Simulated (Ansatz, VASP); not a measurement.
# CdSe: VASP beside Ansatz

```xyz
2
Lattice="0.0000 2.8351 2.8351 2.8351 0.0000 2.8351 2.8351 2.8351 0.0000" Properties=species:S:1:pos:R:3 pbc="T T T"
Cd    0.0000    0.0000    0.0000
Se    2.8351    2.8351    2.8351
```

Measurements of this composition are mostly on another form, of space group No. 186.

Alike in both runs: task single point; functional PBEsol; k mesh 8 × 8 × 8; occupations fermi-dirac, width 0.05 eV; no spin polarisation.

```csv
,VASP,Ansatz
version,VASP 6.6.1,Ansatz 0.2.0
potentials or method,"VASP PAW PBE potentials, release 64 (Cd, Se)",Ansatz PAW
plane-wave cutoff (eV),520,420
valence electrons in the cell,18,36
```

|  | VASP | Ansatz | Ansatz less VASP |
| --- | --- | --- | --- |
| gap on the k mesh at the Fermi level (eV) | none | none | - |
| pressure (GPa) | -1.1 | -1.5 | -0.42 |

A gap of «none» marks a metal or a gap that the smearing closes. The functional is the same, so the differences come from potentials, cutoffs and numerics. The two sets of potentials don't hold the same shells in valence.

Caveats: the PAW data sets were made with another functional, which shifts forces and pressure a little (VASP); the PAW data sets come from PBE, with cores solved anew for the run's functional, which leaves a small shift of forces and pressure (Ansatz).
